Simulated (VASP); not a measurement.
Given:

```yaml
crystal:
  lattice:
    - [0.00000, 2.98171, 2.98171]
    - [2.98171, 0.00000, 2.98171]
    - [2.98171, 2.98171, 0.00000]
  atoms:
    - { symbol: Zn, position: [0.00000, 0.00000, 0.00000] }
    - { symbol: Te, position: [0.25000, 0.25000, 0.25000] }
```

The numbers are results of r2SCAN+rVV10, VASP's PBE PAW potentials (set 64) (plane waves; VASP), not measurements. Settings: 520 eV cut-off, 8×8×8 Γ-centred mesh, Gaussian smearing of 0.050 eV, potentials Zn Te.

Unless said otherwise, spin-orbit coupling is left out, though it shifts the bands of the heavy elements here.

Task: What does the run give for the energy per atom (σ→0), pressure, band gap (on the k-mesh) with the smallest direct gap where there is one?

Result: 
```
Item                                          Result
-----------------------------------  ---------------
band gap (on the k-mesh)                     2.16 eV
smallest direct gap (on the k-mesh)          2.16 eV
energy per atom (σ→0)                -17.421 eV/atom
pressure                                    3.75 GPa
```

The absolute energy has meaning only against runs of the same code, potentials and settings.

The compound is ZnTe in the zinc blende structure. This cell is one point of a volume scan, at 0.94 of the reference volume.
